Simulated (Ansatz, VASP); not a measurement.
# InAs (so): VASP beside Ansatz

```
CELL_PARAMETERS angstrom
0.00000 2.88897 2.88897
2.88897 0.00000 2.88897
2.88897 2.88897 0.00000
ATOMIC_POSITIONS crystal
In 0.00000 0.00000 0.00000
As 0.25000 0.25000 0.25000
```

Alike in both runs: functional PBEsol; k mesh 12 × 12 × 12; occupations gaussian, width 0.1 eV; non-collinear spin, spin-orbit coupling.

Ansatz relaxed the structure, and its values are those at the end. VASP's run is a single point on that final structure, the one shown.

|  | VASP | Ansatz |
| --- | --- | --- |
| version | VASP 6.6.1 | Ansatz 0.2.0 |
| potentials or method | VASP PAW PBE potentials, release 64 (In_d, As) | plane waves, PAW |
| plane-wave cutoff (eV) | 520 | 420 |
| valence electrons in the cell | 18 | 28 |

```csv
,VASP,Ansatz,Ansatz less VASP
gap on the k mesh at the Fermi level (eV),0.29,0.28,-0.010
least direct gap on the mesh (eV),0.29,0.28,-0.010
pressure (GPa),12.7,12.5,-0.23
net moment per atom (μB),0.00,0.00,0.000
```

With one functional, cell and mesh, what is left measures potentials, basis and numerics. The two sets of potentials don't hold the same shells in valence.

Caveats: the PAW data sets were made with another functional, which shifts forces and pressure a little (VASP).
